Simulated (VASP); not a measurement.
Input of a VASP 6.6.1 run:

Contents of INCAR:

```
SYSTEM = TePb
PREC     = Accurate       ! precision mode
ENCUT    = 600            ! plane-wave cutoff, eV
EDIFF    = 1E-6           ! SCF threshold, eV
ISMEAR   = 0              ! smearing method
SIGMA    = 0.03           ! smearing width, eV
LREAL    = .False.        ! projectors in reciprocal space
LASPH    = .True.         ! aspherical terms in the spheres
NELM     = 80             ! most SCF steps
ALGO     = Normal         ! electronic algorithm
ISIF     = 3              ! what is computed and relaxed
LWAVE    = .False.        ! write WAVECAR
LCHARG   = .False.        ! write CHGCAR
METAGGA  = R2SCAN         ! meta-GGA
LMIXTAU  = .True.       
IBRION   = 2              ! ionic algorithm
NSW      = 90             ! ionic steps
EDIFFG   = -0.01          ! ionic threshold
```

The input KPOINTS:

```
regular mesh
0
Gamma
  8 8 8
  0 0 0
```

POSCAR

```
TePb
1.0
    0.0000000000      3.2310000000      3.2310000000
    3.2310000000      0.0000000000      3.2310000000
    3.2310000000      3.2310000000      0.0000000000
Te Pb
1 1
Direct
    0.5000000000      0.5000000000      0.5000000000
    0.0000000000      0.0000000000      0.0000000000
```

Potentials or basis: VASP PAW PBE potentials, release 64 (Te, Pb_d).

Run with:

```bash
$ cat potpaw_PBE.64/Te/POTCAR potpaw_PBE.64/Pb_d/POTCAR > POTCAR
$ mpirun -np 1 vasp_std > vasp.out
```

(1) Estimate the relaxed cell.

(2) Predict the band gap on the k mesh.

(3) Predict the space group after relaxing (to 0.05 Å).

Answers

(1) a = 4.621 Å, b = 4.621 Å, c = 4.621 Å, α = 60.00°, β = 60.00°, γ = 60.00°.

(2) 1.09 eV, direct.

(3) Fm-3m (No. 225).

Caveat: spin-orbit coupling is left out, which as a rule narrows the gap of such compounds by several tenths of an eV.
